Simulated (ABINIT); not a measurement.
Runs of ABINIT 10.8.3 (patched build) on Sn. It takes space group I4/mmm (No. 139, tetragonal). The conventional cell has a = 4.058 Å, b = 4.058 Å, c = 3.322 Å, α = 90.00°, β = 90.00°, γ = 90.00°. Around Sn (site symmetry 4/mmm) lie 10 Sn at 3.32 Å. This isn't the form of Sn at room conditions, which is tetragonal (white tin).

```csv
task,level,cell,cutoff (eV),fine-grid cutoff,cutoff smearing ecutsm (Ha),optimiser,force threshold (eV/Å),dispersion computed by,gap on the mesh (eV),pressure (GPa),relaxed volume (Å³/atom)
single point,AM05,as given,707,1306.15 eV,-,-,-,-,none,-2.4,-
single point,RPBE,as given,707,1306.15 eV,-,-,-,-,none,(d),-
single point,PBE,as given,707,1306.15 eV,-,-,-,-,none,(b),-
relaxation of cell and atoms,PBE+D4,relaxed,599,1197.3 eV,0.5,LBFGS,0.03,dftd4 4.3.1,none,0.0,(c)
single point,PW91,as given,707,1306.15 eV,-,-,-,-,none,0.6,-
relaxation of cell and atoms,PBE+D3(BJ),relaxed,599,1197.3 eV,0.5,LBFGS,0.03,simple-dftd3 1.7.0,none,0.0,26.59
single point,LDA,as given,707,1306.15 eV,-,-,-,-,none,-3.6,-
single point,revPBE,as given,707,1306.15 eV,-,-,-,-,none,(a),-
single point,SCAN,as given,707,1306.15 eV,-,-,-,-,none,-0.9,-
relaxation of cell and atoms,PBE,relaxed,599,1197.3 eV,0.5,LBFGS,0.03,-,none,0.0,27.91
single point,BLYP,as given,707,1306.15 eV,-,-,-,-,none,5.2,-
single point,WC,as given,707,1306.15 eV,-,-,-,-,none,-2.0,-
```

Alike in all rows: potentials or basis JTH PAW PBE v2.0; no spin polarisation; k mesh 10 × 10 × 10; smearing fermi-dirac 0.05 eV.

**Question.** Estimate the missing entries.

**Answer.** (a) 1.5; (b) 0.5; (c) 26.56; (d) 1.9.

Caveats: the PAW data sets were made with another functional, which shifts forces and pressure a little (some runs); pairwise dispersion overbinds metals, which lowers pressure and volume (some runs).

A k mesh can miss the band edges, and the runs leave out spin-orbit coupling on Sn.

A gap of «none» marks a metal or a gap under the smearing width.
